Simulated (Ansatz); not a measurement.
ZrS:

```
Zr S
1.0
     0.00000    2.62500    2.62500
     2.62500    0.00000    2.62500
     2.62500    2.62500    0.00000
Zr S
1 1
Cartesian
  0.0000 0.0000 0.0000
  2.6250 2.6250 2.6250
```

Program: Ansatz 0.2.0. Alike in all runs: potentials or basis Ansatz PAW; cell as given; k mesh 9 × 9 × 9; cutoff (eV) 420.

Question: Order these runs on this cell by their pressure, lowest first.
A. level BLYP; spin off; smearing fermi-dirac 0.05 eV; points for each segment of the path 14
B. level PBEsol+U; spin off; U Zr d U = 3 eV; smearing fermi-dirac 0.05 eV; hubbard projectors ortho-atomic (the default); double counting fll (the default)
C. level LDA; spin off; smearing fermi-dirac 0.05 eV; points for each segment of the path 14
D. level PBEsol; spin off; smearing fermi-dirac 0.05 eV
E. level LDA+U; spin SOC, no magnetisation; U Zr d U = 8 eV; smearing cold 0.025 eV; hubbard projectors ortho-atomic (the default); double counting fll (the default)

Answer: C (-9.1 GPa), D (-6.5 GPa), B (-3.2 GPa), E (1.0 GPa), A (5.4 GPa).

Caveats: the PAW data sets come from PBE, with cores solved anew for the run's functional, which leaves a small shift of forces and pressure; U without spin polarisation on a metal has little footing (some runs); the density of states is complete only up to the lowest level of the last band computed (some runs); the potentials were made for another functional, which shifts forces and pressure (some runs).

Not every run made on this cell is shown here.
